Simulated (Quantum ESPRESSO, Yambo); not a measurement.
# BAs (F-43m): G0W0 with Yambo, start to end, part 2 of 3

Wanted: ground state, empty states, screening and self-energy for BAs (F-43m).

Quantum ESPRESSO 7.5 and Yambo 5.3.0; PBE and many-body steps on it, plane waves. Known limits of the many-body steps: not at the basis limit; coarse k mesh.

So far. Step 2 (Ground state): The gap is indirect, with the least direct gap 1.94 eV higher. Step 3 (Bands along the symmetry lines): The gap is 1.142 eV, as in the run before at this level.

### Step 4. Empty states on the mesh, 4×4×4 mesh, 288 bands

Level of this step: DFT, PBE with spin-orbit coupling, plane waves, norm-conserving pseudopotentials (Quantum ESPRESSO).

The sums over transitions need many empty states on a uniform mesh; this step solves for them.

pw.in reads:

```
&control
  calculation = 'nscf'
  prefix = 'x'
  outdir = 'o'
  pseudo_dir = 'pseudo'
/
&system
  ibrav = 0
  nat = 2
  ntyp = 2
  ecutwfc = 100.0
  nbnd = 288
  force_symmorphic = .true.
  noncolin = .true.
  lspinorb = .true.
/
&electrons
  conv_thr = 1e-9
  electron_maxstep = 80
  diago_full_acc = .true.
  diago_thr_init = 5e-6
/
ATOMIC_SPECIES
  B 10.81 B.upf
  As 74.922 As.upf
CELL_PARAMETERS angstrom
  -0.0000000000 2.3885000000 2.3885000000
  2.3885000000 -0.0000000000 2.3885000000
  2.3885000000 2.3885000000 -0.0000000000
ATOMIC_POSITIONS crystal
  B 0.0000000000 0.0000000000 0.0000000000
  As 0.2500000000 0.2500000000 0.2500000000
K_POINTS automatic
  4 4 4 0 0 0
```

The run is started by

```sh
OMP_NUM_THREADS=1 mpirun -n 4 pw.x -nk 4 -in pw.in > pw.out
```

What it wrote:

```text
[banner, memory and clock lines left out]
Program PWSCF v.7.5 starts

     Atomic positions and unit cell read from directory:
     o/x.save/

     Message from routine setup:
     using ibrav=0 with symmetry is DISCOURAGED, use correct ibrav instead

     G-vector sticks info

     bravais-lattice index     =            0
     lattice parameter (alat)  =       6.3832  a.u.
     unit-cell volume          =     183.9087 (a.u.)^3
     number of atoms/cell      =            2
     number of atomic types    =            2
     number of electrons       =        26.00
     number of Kohn-Sham states=          288
     kinetic-energy cutoff     =     100.0000  Ry
     charge density cutoff     =     400.0000  Ry
     Exchange-correlation= PBE
                           (   1   4   3   4   0   0   0)
     Non magnetic calculation with spin-orbit

     celldm(1)=   6.383210  celldm(2)=   0.000000  celldm(3)=   0.000000
     celldm(4)=   0.000000  celldm(5)=   0.000000  celldm(6)=   0.000000

     crystal axes: (cart. coord. in units of alat)
               a(1) = (  -0.000000   0.707107   0.707107 )
               a(2) = (   0.707107  -0.000000   0.707107 )
               a(3) = (   0.707107   0.707107  -0.000000 )

     reciprocal axes: (cart. coord. in units 2 pi/alat)
               b(1) = ( -0.707107  0.707107  0.707107 )
               b(2) = (  0.707107 -0.707107  0.707107 )
               b(3) = (  0.707107  0.707107 -0.707107 )
     Pseudo is Norm-conserving + core correction, Zval =  3.0
     Generated using ONCVPSP code by D. R. Hamann
     Using radial grid of 1534 points,  6 beta functions with:
     Pseudo is Norm-conserving + core correction, Zval = 23.0
     Generated using ONCVPSP code by D. R. Hamann
     Using radial grid of 1358 points, 10 beta functions with:
     B                 3.00    10.81000     B ( 1.00)
     As               23.00    74.92200     As( 1.00)

     24 Sym. Ops. (no inversion) found

   Cartesian axes

     site n.     atom                  positions (alat units)
         1        B      tau(   1) = (   0.0000000   0.0000000   0.0000000  )
         2        As     tau(   2) = (   0.3535534   0.3535534   0.3535534  )

     number of k points=     8
                       cart. coord. in units 2pi/alat
        k(    1) = (   0.0000000   0.0000000   0.0000000), wk =   0.0156250
        k(    2) = (   0.1767767   0.1767767  -0.1767767), wk =   0.1250000
        k(    3) = (  -0.3535534  -0.3535534   0.3535534), wk =   0.0625000
[...]
k(    7) = (  -0.7071068   0.0000000   0.0000000), wk =   0.0468750
        k(    8) = (  -0.7071068   0.3535534   0.0000000), wk =   0.0937500

     Dense  grid:    24933 G-vectors     FFT dimensions: (  45,  45,  45)

     The potential is recalculated from file :
     o/x.save/charge-density

     Starting wfcs are   34 randomized atomic wfcs +  254 random wfcs

     Band Structure Calculation

     End of band structure calculation

          k = 0.0000 0.0000 0.0000 (  3119 PWs)   bands (ev):

  -173.2035-173.2035-119.9988-119.9988-114.9776-114.9776-114.9776-114.9776
   -24.1005 -24.1005 -24.1005 -24.1005 -23.3822 -23.3822 -23.3699 -23.3699
   -23.3699 -23.3699  -3.2281  -3.2281  12.0265  12.0265  12.2337  12.2337
    12.2337  12.2337  15.3167  15.3167  15.5312  15.5312  15.5312  15.5312
[...]
[... 24 further rows ...]
[...]
k = 0.1768 0.1768-0.1768 (  3104 PWs)   bands (ev):

  -173.2035-173.2035-119.9987-119.9987-114.9776-114.9776-114.9776-114.9776
[...]
[... 24 further rows ...]
[...]
k =-0.3536-0.3536 0.3536 (  3100 PWs)   bands (ev):

  -173.2035-173.2035-119.9988-119.9988-114.9776-114.9776-114.9775-114.9775
[...]
[... 24 further rows ...]
   156.3791 156.3791 157.4135 157.4135 158.7848 158.7848 158.8501 158.8501
   162.3271 162.3272 162.6832 162.6832 162.6926 162.6926 163.9376 163.9376

          k = 0.3536 0.0000 0.0000 (  3122 PWs)   bands (ev):

     [... further k-points ...]

     highest occupied, lowest unoccupied level (ev):    12.2337   13.6186

     XML data file, pseudopotentials, collected wavefunctions
```

It took 48 s on 4 MPI ranks of Arm Neoverse V1, shared host; peak memory 0.83 GiB; 3.2 min of CPU time.

This step gave:

```
gap                                                           : 1.385 eV
k of the valence top                                          : 0, 0, 0
k of the conduction bottom                                    : 0, -0.5, -0.5
least direct gap                                              : 3.083 eV
k points computed                                             : 8
lowest point of the top converged band, above the valence top : 143.8116 eV
```

On this mesh the gap is 1.385 eV. The earlier step found 1.142 eV, so this mesh misses an edge.

### Step 5. Conversion and set-up

This step: Yambo 5.3.0; conversion and set-up on PBE with spin-orbit coupling, plane waves, norm-conserving pseudopotentials.

The states are converted to the many-body program's format and the q mesh is built.

The run is started by

```sh
(cd o/x.save; p2y > p2y.log; mv SAVE ../..); yambo > setup.log
```

What it wrote:

```text
 Yambo, version 5.3.0

 [02] CORE Variables Setup
 =========================

  [02.01] Unit cells
  ==================

  Cell kind             :  FCC
  Atoms in the cell     :  B  As
  number of B  atoms    :  1
  number of As atoms    :  1

  List of atomic masses
  Mass of B     :  10.81000
  Mass of As    :  74.92200

  List of atomic coordinates    : [cc]
  B1       :  0.000000  0.000000  0.000000  order 1
  As1       :  2.256805  2.256805  2.256805  order 2

  Alat factors          :  4.513611  4.513611  4.513611 [a.u.]
  Direct lattice volume :  183.9087 [a.u.]
  Direct lattice vectors:  A[ 1 ]  A[ 2 ]  A[ 3 ]
   A[ 1 ]: -0.000000  1.000000  1.000000  [iru]
  -0.000000  4.513611  4.513611  [cc]
   A[ 2 ]:  1.000000 -0.000000  1.000000  [iru]
   4.513611 -0.000000  4.513611  [cc]
   A[ 3 ]:  1.000000  1.000000 -0.000000  [iru]
   4.513611  4.513611 -0.000000  [cc]

  Recip. lattice volume :  1.348768 [a.u.]
  Recip. lattice vectors:  B[ 1 ]  B[ 2 ]  B[ 3 ]
   B[ 1 ]: -0.500000  0.500000  0.500000  [iku]
  -0.696026  0.696026  0.696026  [cc]
   B[ 2 ]:  0.500000 -0.500000  0.500000  [iku]
   0.696026 -0.696026  0.696026  [cc]
   B[ 3 ]:  0.500000  0.500000 -0.500000  [iku]
   0.696026  0.696026 -0.696026  [cc]

  [02.02] Symmetries
  ==================

  Inversion symmetry    : yes
  Spatial inversion     : no
  Inversion index       :  25
  K-space Time-reversal : yes
  Magnetic symmetries   : no
  Time-reversal derived K-space symmetries:   25   48
  Group table correct   : yes
  Symmetries units      :  [cc]

   [S  1]:   1.0000     -0.32065E-16 -0.32065E-16 -0.32065E-16   1.0000      0.32065E-16  0.32065E-16  0.32065E-16   1.0000
   [S  2]:  -1.0000      0.32065E-16 -0.32065E-16  0.32065E-16  -1.0000      0.32065E-16 -0.32065E-16 -0.32065E-16   1.0000
   [S  3]:  -1.0000     -0.32065E-16  0.32065E-16  0.32065E-16   1.0000     -0.32065E-16 -0.32065E-16  0.32065E-16  -1.0000
[...]
[S  9]: -0.32065E-16   1.0000     -0.32065E-16  0.32065E-16 -0.32065E-16   1.0000       1.0000      0.32065E-16  0.32065E-16
   [S 10]: -0.32065E-16  -1.0000      0.32065E-16  0.32065E-16  0.32065E-16  -1.0000       1.0000     -0.32065E-16 -0.32065E-16
     [... 36 further rows ...]
   [S*47]:   1.0000     -0.32065E-16  0.32065E-16 -0.32065E-16  0.32065E-16  -1.0000      0.32065E-16   1.0000     -0.32065E-16
   [S*48]:   1.0000      0.32065E-16 -0.32065E-16 -0.32065E-16 -0.32065E-16   1.0000      0.32065E-16  -1.0000      0.32065E-16

  [02.03] Reciprocal space
  ========================

  nG shells         :  278
  nG charge         :  24933
  nG WFs            :   3817
  nC WFs            :  3138
  G-vecs. in first 27 shells:  [ Number ]
     1    9   15   27   51   59   65   89  113
    137   169   181   229   259   283   307   331   339
    387   411   459   531   537   561   609   645   701
  ...
  Shell energy in first 27 shells:  [ mHa ]
[...]
K/Q-points units:
  rlu = crystal or reduced units; cc = cartesian coordinates; iku = interal k-units

  K [1]          [rlu]:  0.000000  0.000000  0.000000
         WF components:  3119
  K [2]          [rlu]: -0.46518E-17 -0.46518E-17  0.25000
         WF components:  3104
  K [3]          [rlu]:  0.93037E-17  0.93037E-17 -0.50000
         WF components:  3100
  K [4]          [rlu]:  0.14504E-17  0.25000      0.25000
         WF components:  3122
  K [5]          [rlu]: -0.16785E-17  0.25000     -0.50000
         WF components:  3116
  [... 2 further k-points ...]
  K [8]          [rlu]:  0.250000 -0.500000 -0.250000
         WF components:  3112

  [02.05] Energies & Occupations
  ==============================

  [X] === General ===
  [X] Electronic Temperature                        :  0.000000  0.000000 [eV K]
  [X] Bosonic    Temperature                        :  0.000000  0.000000 [eV K]
  [X] Finite Temperature mode                       : no
  [X] El. density                                   :  0.95404E+24 [cm-3]
  [X] Fermi Level                                   :  12.23367 [eV]

  [X] === Gaps and Widths ===
  [X] Conduction Band Min                           :  1.384909 [eV]
  [X] Valence Band Max                              :  0.000000 [eV]
  [X] Filled Bands                                  :  26
  [X] Empty Bands                                   :   27  288
  [X] Direct Gap                                    :  3.083061 [eV]
  [X] Direct Gap localized at k                     :  1
  [X] Indirect Gap                                  :  1.384909 [eV]
  [X] Indirect Gap between kpts                     :   1   7
  [X] Last valence band width                       :  5.234831 [eV]
  [X] 1st conduction band width                     :  3.818586 [eV]

  E @ K [1]:  [eV]
  -185.4371 -185.4371 -132.2324 -132.2324 -127.2112 -127.2112 -127.2112 -127.2112
  -36.33414 -36.33414 -36.33414 -36.33414 -35.61586 -35.61586 -35.60355 -35.60355
   -35.604      -35.604      -15.462      -15.462     -0.20712     -0.20712     -0.24318E-09 -0.12853E-09
[...]
occ @ K [1]
[...]
E @ K [2]:  [eV]
[...]
occ @ K [2]
[...]
E @ K [3]:  [eV]
[...]
occ @ K [3]
[...]
E @ K [4]:  [eV]
[...]
occ @ K [4]
[...]
E @ K [5]:  [eV]
[...]
occ @ K [5]
[...]
[... 2 further k-points ...]
  E @ K [8]:  [eV]
[...]
occ @ K [8]
[...]
0.000000  0.000000  0.000000  0.000000  0.000000  0.000000  0.000000  0.000000
   0.000000  0.000000  0.000000  0.000000  0.000000  0.000000  0.000000  0.000000

 [03] Transferred momenta grid and indexing
 ==========================================

 IBZ Q-points                                      :   8
 BZ  Q-points                                      :   64

 K/Q-points units:
 rlu = crystal or reduced units; cc = cartesian coordinates; iku = interal k-units

 Q [1]          [rlu]:  0.000000  0.000000  0.000000
 Q [2]          [rlu]:  0.31652E-17  0.31652E-17  0.25000
 Q [3]          [rlu]: -0.63303E-17 -0.63303E-17 -0.50000
[...]
Q [7]          [rlu]:  0.36976E-16 -0.50000     -0.50000
 Q [8]          [rlu]:  0.250000 -0.500000 -0.250000

  [03.01] X indexes
  =================

   [03.01.01] Sigma indexes
   ========================

 [06] Game Over & Game summary
```

Elapsed: 3 s, on 1 MPI rank; peak memory 0.24 GiB.

(Continued in part 3 of 3.)

[Paths, hosts, dates, memory and timing lines, banners, echoed tables and standing remarks are left out of the program output.]

[Logs are printed without paths, hosts, clocks, repeated set-up lines and the standing remarks that a program may print on its own settings, such as how far it seeks lower states.]

[Runs of the session that timed out or met a known fault of the program may be left out.]

[Hosts, paths, dates, database ids (printed as entryN), source tags and the programs' standing remarks are cut or masked in the printed files.]
